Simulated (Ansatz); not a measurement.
# C: random displacements

Level of theory: Ansatz, DFT r2SCAN, scalar-relativistic, plane waves, PAW. Settings: plane waves to 500 eV, k-mesh 8×8×8 (Γ-centred), Gaussian smearing 0.05 eV. No spin polarisation. Energies are free energies at this smearing, counted from the undisturbed cell; pressure is positive in compression.

Zero of the scan (relaxed at this level; this form isn't the usual structure):

```
CELL_PARAMETERS angstrom
0.00000 -4.25351 0.00000
-2.45584 -2.12676 -3.56176
2.45584 -2.12676 -3.56176
ATOMIC_POSITIONS crystal
C 0.83330 0.50000 0.50000
C 0.83330 0.00000 0.00000
C 0.33330 0.75000 0.25000
C 0.33330 0.25000 0.75000
C 0.16670 0.50000 0.50000
C 0.16670 0.00000 0.00000
C 0.66670 0.75000 0.25000
C 0.66670 0.25000 0.75000
```

The cell holds layers and no dispersion correction was added, so their binding is poorly described.

The atoms are displaced (Å, in the unstrained cell):

| atom | ux | uy | uz |
| --- | --- | --- | --- |
| C1 | 0.397 | 0.297 | -0.289 |
| C2 | 0.062 | -0.109 | 0.221 |
| C3 | 0.007 | -0.257 | 0.143 |
| C4 | -0.366 | 0.064 | -0.521 |
| C5 | -0.239 | 0.021 | -0.587 |
| C6 | -0.364 | -0.077 | 0.000 |
| C7 | 0.424 | 0.290 | 0.048 |
| C8 | 0.079 | -0.228 | 0.984 |

Strain (Voigt, engineering shear): (-0.0152, -0.0054, -0.0908, -0.0124, -0.0895, 0.0205).

**Question.** What are the energy change, the stress and the forces?

**Answer.** ΔE = 3072.0 meV/atom; stress (xx, yy, zz, yz, xz, xy; compression positive) (43.20, 121.22, -4.09, 11.00, -4.86, -79.05) GPa.
| atom | Fx (eV/Å) | Fy | Fz |
| --- | --- | --- | --- |
| C1 | -4.23 | 0.58 | 2.19 |
| C2 | -2.68 | -1.50 | 2.14 |
| C3 | -28.56 | 59.90 | 3.79 |
| C4 | 9.24 | -3.57 | 0.65 |
| C5 | -5.71 | 3.58 | -0.56 |
| C6 | 5.60 | -0.44 | -0.30 |
| C7 | 20.10 | -58.53 | -5.19 |
| C8 | 6.26 | -0.01 | -2.71 |

Cost: 1 run of about 1.2 core-minutes, on Arm Neoverse V2 (shared hosts).